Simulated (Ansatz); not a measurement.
# ZnO: the cost of one run

Program: Ansatz 0.2.0. Level of theory: DFT PBEsol, frozen-core PAW, scalar-relativistic unless said. These are calculated values, not measurements.

7 further runs of the same task are left out: 7 set aside as unsound or not needed.

### Step 1. Starting point

It takes space group P6_3mc (No. 186, hexagonal). The conventional cell has a = 3.249 Å, b = 3.249 Å, c = 5.206 Å, α = 90.00°, β = 90.00°, γ = 120.00°. Zn (site symmetry 3m) is surrounded by 4 O at 1.97 to 1.98 Å. Around O (site symmetry 3m) lie 4 Zn at 1.97 to 1.98 Å.

Coordinates:

```cif
data_structure
_symmetry_space_group_name_H-M 'P 1'
_symmetry_Int_Tables_number 1
_cell_length_a 3.2493
_cell_length_b 3.2493
_cell_length_c 5.2057
_cell_angle_alpha 90.000
_cell_angle_beta 90.000
_cell_angle_gamma 120.000
_cell_volume 47.60
loop_
_atom_site_label
_atom_site_type_symbol
_atom_site_fract_x
_atom_site_fract_y
_atom_site_fract_z
_atom_site_occupancy
Zn1 Zn 0.33333 0.66667 0.50000 1
Zn2 Zn 0.66667 0.33333 0.00000 1
O1 O 0.66667 0.33333 0.37901 1
O2 O 0.33333 0.66667 0.87901 1
```

Cartesian axes are those of the input's lattice vectors. The structure goes back to a database entry.

### Step 2. Cell and atoms relaxed, PAW

input.yaml

```yaml
crystal:
  lattice:
    - [3.24930799999, 0.0, 0.0]
    - [-1.624654, 2.81398327271, 0.0]
    - [0.0, 0.0, 5.205709]
  atoms:
    - { symbol: Zn, position: [0.333333333333, 0.666666666667, 0.5] }
    - { symbol: Zn, position: [0.666666666667, 0.333333333333, 0.0] }
    - { symbol: O, position: [0.666666666667, 0.333333333333, 0.37901] }
    - { symbol: O, position: [0.333333333333, 0.666666666667, 0.87901] }
kpoints:
  mp_grid: { grid: [12, 12, 8] }
scf:
  occupations: { method: fermi_dirac, width: 0.08 }
hamiltonian:
  xc: pbesol
  pseudopotentials: { kind: paw }
relax:
  f_tol: 0.002
  max_steps: 80
  cell: {}
output:
  forces: true
  stress: true
```

Command:

```console
ansatz run input.yaml --threads 1 --pin off --max-ram 3072MiB --backend cpu --events-out ev --progress --plain --runs-dir out
```

**Question.** How long does this run take on 1 thread of Intel Xeon 6975P-C (Granite Rapids), shared host, and how much memory does it need?

About 25 s, with a peak of 0.46 GiB.
